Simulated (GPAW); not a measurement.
The system is Au.

```xyz
1
Lattice="0.0000 2.0350 2.0350 2.0350 0.0000 2.0350 2.0350 2.0350 0.0000" Properties=species:S:1:pos:R:3 pbc="T T T"
Au    0.0000    0.0000    0.0000
```

```yaml
Program: GPAW 26.7.0
Task: relaxation of cell and atoms
Functional: PBEsol
Potentials_or_basis: PAW data sets generated in the run's folder for this functional
Cutoff: 600 eV
Basis: pw
k_mesh: 11 × 11 × 11
Occupations: fermi-dirac, width 0.05 eV
Spin: no spin polarisation
```

At the start: pressure 4.7 GPa; volume 16.85 Å³/atom.

How do energy, volume and symmetry change on relaxing?

Over 3 steps the energy falls by 6.3 meV/atom and the volume is 17.28 Å³/atom (+2.5 %); space group Fm-3m (No. 225, to 0.05 Å).

The path:
| step | energy change (eV) | largest force (eV/Å) | pressure (GPa) | volume (Å³) |
| --- | --- | --- | --- | --- |
| 1 | 0.0000 | 0.0000 | 4.67 | 16.85 |
| 2 | -0.0062 | 0.0000 | 0.70 | 17.21 |
| 3 | -0.0063 | 0.0000 | 0.03 | 17.28 |

Final structure:
```xyz
1
Lattice="0.0000 2.0519 2.0519 2.0519 0.0000 2.0519 2.0519 2.0519 0.0000" Properties=species:S:1:pos:R:3 pbc="T T T"
Au    0.0000    0.0000    0.0000
```

Caveat: with this Au data set, volumes or pressures lay over 1.5 % or 2 GPa off other programs in two to four cells of ten; later steps reuse the first step's grids.
